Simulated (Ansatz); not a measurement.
Here is an Ansatz 0.2.0 calculation.

The input input.yaml:

```yaml
crystal:
  lattice:
    - [0.0, 2.024805, 2.024805]
    - [2.024805, 0.0, 2.024805]
    - [2.024805, 2.024805, 0.0]
  atoms:
    - { symbol: Al, position: [0.0, 0.0, 0.0] }
hamiltonian:
  xc: pbesol
  pseudopotentials: { kind: paw }
kpoints:
  mp_grid: { grid: [10, 10, 10] }
scf:
  occupations: { method: fermi_dirac, width: 0.05 }
output:
  forces: true
  stress: true
elastic:
  mode: clamped_ion
  stencil: two_point
```

Potentials or basis: Ansatz PAW.

The run is started by

```bash
$ ansatz run input.yaml --threads 2 --pin off --max-ram 5632MiB --backend cpu --events-out ev --progress --plain --runs-dir out
```

(1) What does it give for the elastic constants C11, C12, C44?

(2) Predict the Voigt bulk modulus.

(3) Predict the pressure.

(4) Predict the band gap on the k mesh.

Answers

(1) -44, 121, -52 GPa.

(2) 66 GPa.

(3) -2.0 GPa.

(4) none (metal or under the smearing width).

Caveat: the elastic tensor has a negative eigenvalue, so either the cell is unstable as it stands or the mesh is too thin; the PAW data sets come from PBE, with cores solved anew for the run's functional, which leaves a small shift of forces and pressure.
